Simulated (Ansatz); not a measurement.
The system is PtSe2 (Sudovikovite).

```xyz
3
Lattice="3.7240 0.0000 0.0000 -1.8620 3.2251 0.0000 0.0000 0.0000 5.0620" Properties=species:S:1:pos:R:3 pbc="T T T"
Pt    0.0000    0.0000    0.0000
Se    1.8620    1.0750    3.7965
Se    0.0000    2.1501    1.2655
```

```yaml
Program: Ansatz 0.2.0
Task: relaxation of cell and atoms
Functional: SVWN5
Potentials_or_basis: Ansatz PAW
Cutoff: "420 eV (not typed: the program's choice for these potentials)"
k_mesh: 8 × 8 × 5
Occupations: fermi-dirac, width 0.05 eV
Spin: no spin polarisation
```

At the start: volume 20.27 Å³/atom.

Problem. How do energy, volume and symmetry change on relaxing?

Solution. It ends after 6 steps and the volume is 19.20 Å³/atom (-5.3 %); space group P-3m1 (No. 164, to 0.05 Å).

The path:
| step | energy change (eV) | largest force (eV/Å) | volume (Å³) |
| --- | --- | --- | --- |
| 1 | 0.0000 | 0.1895 | 60.80 |
| 2 | -0.0120 | 0.2888 | 56.53 |
| 3 | -0.0326 | 0.0479 | 58.40 |
| 4 | -0.0336 | 0.1928 | 57.41 |
| 5 | -0.0368 | 0.0054 | 57.60 |
| 6 | -0.0360 | 0.0056 | 57.60 |

Final structure:
```yaml
crystal:
  lattice:
    - [3.73766, 0.00000, 0.00000]
    - [-1.86883, 3.23691, 0.00000]
    - [0.00000, 0.00000, 4.76096]
  atoms:
    - { symbol: Pt, position: [0.00000, 0.00000, 0.00000] }
    - { symbol: Se, position: [0.66667, 0.33333, 0.73457] }
    - { symbol: Se, position: [0.33333, 0.66667, 0.26543] }
```

Caveat: the plane-wave basis is chosen anew once the cell has moved, so the energies of steps on either side of that aren't comparable; the PAW data sets come from PBE, with cores solved anew for the run's functional, which leaves a small shift of forces and pressure.
